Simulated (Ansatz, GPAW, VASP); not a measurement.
# One calculation of PbSe, 3 ways

```
Pb Se
1.0
     0.00000    3.06065    3.06065
     3.06065    0.00000    3.06065
     3.06065    3.06065    0.00000
Pb Se
1 1
Direct
  0.00000 0.00000 0.00000
  0.50000 0.50000 0.50000
```

Alike in all runs: task single point; functional PBE; k mesh 8 × 8 × 8; occupations gaussian, width 0.017 eV; no spin polarisation; no spin-orbit coupling. Pressure is positive in compression and, in plane waves, holds the error of the finite cutoff.

```
                        program and potentials  plane-wave cutoff (eV)  notes  band gap (eV)  pressure (GPa)
    GPAW, GPAW PAW data sets (gpaw-data 1.2.1)                     600      -           0.24            2.22
Ansatz, all-electron LAPW, scalar-relativistic                       -      -           0.28            2.43
          VASP, PBE PAW files Pb_d, Se, 520 eV                     520      -           0.29            2.40
```

The band gap spans 0.24 (GPAW, GPAW PAW data sets (gpaw-data 1.2.1)) to 0.29 eV (VASP, PBE PAW files Pb_d, Se, 520 eV), with all-electron results at 0.28. The pressure spans 2.22 (GPAW, GPAW PAW data sets (gpaw-data 1.2.1)) to 2.43 GPa (Ansatz, all-electron LAPW, scalar-relativistic), with all-electron results at 2.43. Spin-orbit coupling, left out here, moves the band edges of heavy atoms.

Differences between rows come from potentials, basis sets and numerical settings, since the functional is the same but for its coding. Runs on potential files found faulty are left out.

All three calculations describe PbSe as a narrow-gap semiconductor under compression at this fixed cell. The positive pressure, present in the all-electron result as well, means that PBE favours a larger volume, in line with its usual underbinding of heavy-element solids. In rocksalt lead chalcogenides the gap lies at L, where filled Pb s states push the Se p valence edge upward, while the conduction edge is mainly Pb p. Expansion weakens this s–p repulsion, so relaxing the cell would probably widen the scalar-relativistic gap.

The close agreement between the codes supports the numerical description of this model, but not its gap as a prediction for the real material. Spin-orbit coupling pulls the Pb p conduction edge down strongly, and with a semilocal functional it can nearly close the gap or even invert the band edges. Any resemblance to the measured gap therefore probably reflects a cancellation between the missing spin-orbit splitting and PBE's tendency to underestimate gaps. The ordering of the band edges, and with it the topological character, remains undetermined.
